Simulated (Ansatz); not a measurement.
Polymorphs of BiH

Computed with Ansatz, DFT PBE, scalar-relativistic, plane waves, PAW. All cells share a 420 eV cutoff and Γ-centred k meshes spaced at most about 0.3 Å⁻¹ (about 0.25 or finer for metals, 2π included). No spin polarisation.

Energies over the elements count from the elements' standard structures at the same level (H₂ as a molecule), with no fitted energy shifts.

All energies are static (0 K, no zero-point motion). Larger cells and other orderings weren't all tried, so the list isn't exhaustive. No dispersion correction is applied, so the spacing and binding between layers, chains or molecules are poorly described (I4mm), and this can change margins and order among such cells. These runs have no spin–orbit coupling, which can matter for Bi. With hydrogen, zero-point motion can shift formation energies by some tens of meV/atom.

Invented guesses were relaxed alike, and ends that match in structure were merged. ΔE counts from the first row. Coordination counts H atoms around Bi (those within 1.25 times the shortest such distance or 1.15 times the sum of covalent radii; the shortest distance is added where it is long for a bond). The ends were matched against large subsets of the Crystallography Open Database and the Materials Project, so a missing match doesn't prove that a structure is unreported.

| # | reached from | type and space group | atoms | Å³/atom | coordination | ΔE (meV/atom) | gap on mesh (eV) | in databases |
| --- | --- | --- | --- | --- | --- | --- | --- | --- |
| 1 | SnP type (I4mm) | I4mm (No. 107) | 2 | 23.3 | Bi 1 | 0 | 0.00 | no match |
| 2 | AuCd (B19) type (Pmma) | Pmma (No. 51) | 4 | 23.5 | Bi 2 | 62 | 0.00 | no match |
| 3 | random cell | P-6m2 (No. 187) | 2 | 21.1 | Bi 3 | 202 | 0.00 | no match |
| 4 | close-packed metal layers stacked AB | anti-nickel arsenide, P6_3/mmc (No. 194) | 4 | 16.9 | Bi 6 from 2.6 Å | 358 | 0.00 | no match |
| 5 | HCl type (Fmmm), changed on relaxing | I4/mmm (No. 139) | 2 | 18.2 | Bi 2 | 371 | 0.00 | no match |

The lowest: Space group I4mm (No. 107), tetragonal, a = 3.296 Å, c = 8.583 Å. Bi has 1 H at 1.83 Å; around H lies 1 Bi at 1.83 Å. Its energy over the elements is +0.29 eV/atom. The separate elements lie lower, so it is unstable against them. An observed structure of this formula, if there is one, may be missing.

```cif
data_structure
_symmetry_space_group_name_H-M 'P 1'
_symmetry_Int_Tables_number 1
_cell_length_a 4.8835
_cell_length_b 4.8835
_cell_length_c 4.8835
_cell_angle_alpha 140.558
_cell_angle_beta 140.558
_cell_angle_gamma 57.008
_cell_volume 46.62
loop_
_atom_site_label
_atom_site_type_symbol
_atom_site_fract_x
_atom_site_fract_y
_atom_site_fract_z
_atom_site_occupancy
Bi1 Bi 0.89260 0.89260 0.00000 1
H1 H 0.67940 0.67940 0.00000 1
```

The second: Space group Pmma (No. 51), orthorhombic, a = 4.580 Å, b = 4.214 Å, c = 4.860 Å. Bi is surrounded by 2 H at 2.11 Å; H is surrounded by 2 Bi at 2.11 Å. Counting H atoms around Bi, the first has Bi 1 and the second has Bi 2. Cells relaxed within their symmetry can be saddle points.

```
Bi H
1.0
     4.57997    0.00000    0.00000
     0.00000    4.21436    0.00000
     0.00000    0.00000    4.86043
Bi H
2 2
Direct
  0.75000 0.00000 0.71544
  0.25000 0.00000 0.28456
  0.75000 0.50000 0.71227
  0.25000 0.50000 0.28773
```

Some types were kept out of the candidates beforehand, so the set may lack a known form.
